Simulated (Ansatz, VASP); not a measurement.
# One calculation of MgSi, two programs

File INCAR:

```
PREC = Accurate ; ENCUT = 520
EDIFF = 1E-6 ; ISMEAR = 0
SIGMA = 0.15 ; LREAL = False
LASPH = True ; NELM = 100
ALGO = Normal ; ISIF = 2
LWAVE = False ; LCHARG = False
GGA = PS ; NBANDS = 10
```

File KPOINTS:

```
Automatic mesh
0
Gamma
  16 16 12
```

File POSCAR:

```
MgSi
1.0
    2.9083940000      0.0000000000      0.0000000000
    0.0000000000      2.9083940000      0.0000000000
    0.0000000000      0.0000000000      4.1034270000
Mg Si
1 1
Direct
    0.0000000000      0.0000000000      0.0000000000
    0.5000000000      0.5000000000      0.5000000000
```

Input for Ansatz:

```yaml
crystal:
  lattice:
    - [2.908394, 0.0, 0.0]
    - [0.0, 2.908394, 0.0]
    - [0.0, 0.0, 4.103427]
  atoms:
    - { symbol: Mg, position: [0.0, 0.0, 0.0] }
    - { symbol: Si, position: [0.5, 0.5, 0.5] }
basis:
  ecutwfc: 420
kpoints:
  mp_grid: { grid: [16, 16, 12] }
hamiltonian:
  xc: pbesol
scf:
  occupations: { method: gaussian, width: 0.15 }
output:
  forces: true
  stress: true
  eigenvalues: true
```

The cell comes from a database or a generator and needn't be the stable form of this composition.

Alike in both runs: task single point; functional PBEsol; k mesh 16 × 16 × 12; occupations gaussian, width 0.15 eV; no spin polarisation.

|  | VASP | Ansatz |
| --- | --- | --- |
| version | VASP 6.6.1 | Ansatz 0.2.0 |
| potentials or method | VASP PAW PBE potentials, release 64 (Mg, Si) | scalar-relativistic, plane waves, PAW |
| plane-wave cutoff (eV) | 520 | 420 |
| valence electrons in the cell | 6 | 14 |

```csv
,VASP,Ansatz,Ansatz less VASP
gap on the k mesh at the Fermi level (eV),none,none,-
pressure (GPa),-1.6,-1.5,+0.03
largest component of the traceless stress (GPa),1.61,1.58,-0.025
```

A gap of «none» marks a metal or a gap that the smearing closes. The two sets of potentials don't hold the same shells in valence.

Caveats: the PAW data sets were made with another functional, which shifts forces and pressure a little (VASP).
